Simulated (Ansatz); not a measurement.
SiNi:

```
Ni Si
1.0
     2.94277    0.00000    0.00000
     0.00000    3.28033    0.00000
     0.00000    0.00000    4.67745
Ni Si
2 2
Direct
  0.50000 0.50000 0.34250
  0.00000 0.00000 0.65750
  0.50000 0.50000 0.84314
  0.00000 0.00000 0.15686
```

The cell is a database's computed one.

- Program: Ansatz 0.2.0
- Task: relaxation of cell and atoms
- Functional: LDA
- Potentials or basis: Ansatz PAW
- Cutoff: 420 eV (not typed: the program's choice for these potentials)
- k mesh: 9 × 8 × 6
- Occupations: fermi-dirac, width 0.05 eV
- Spin: collinear spin, ferromagnetic start
- Starting moments: [1.0, 1.0, 0.0, 0.0] μB
- Hubbard terms: Ni d U = 8 eV

At the start: volume 11.29 Å³/atom.

Question: How do energy, volume and symmetry change on relaxing?

Answer: It ends after 7 steps and the volume is 10.97 Å³/atom (-2.8 %); space group Pmmn (No. 59, to 0.05 Å); moment 0.00 μB per cell.

The path:
```
step  energy change (eV)  largest force (eV/Å)  volume (Å³)
   1              0.0000                0.3537        45.15
   2             -0.0228                0.2324        44.47
   3             -0.0314                0.0167        43.81
   4             -0.0315                0.0069        43.86
   5             -0.0315                0.0004        43.88
   6             -0.0308                0.0006        43.88
   7             -0.0308                0.0006        43.88
```

Final structure:
```xyz
4
Lattice="2.9027 0.0000 0.0000 0.0000 3.2650 0.0000 0.0000 0.0000 4.6296" Properties=species:S:1:pos:R:3 pbc="T T T"
Ni    1.4513    1.6325    1.5900
Ni    0.0000    0.0000    3.0396
Si    1.4513    1.6325    3.8854
Si    0.0000    0.0000    0.7442
```

Caveat: the magnetic or orbital state may not be the lowest; the plane-wave basis is chosen anew once the cell has moved, so the energies of steps on either side of that aren't comparable; the PAW data sets come from PBE, with cores solved anew for the run's functional, which leaves a small shift of forces and pressure; the U is typed as a test and isn't derived for this compound; the starting moments weren't kept.
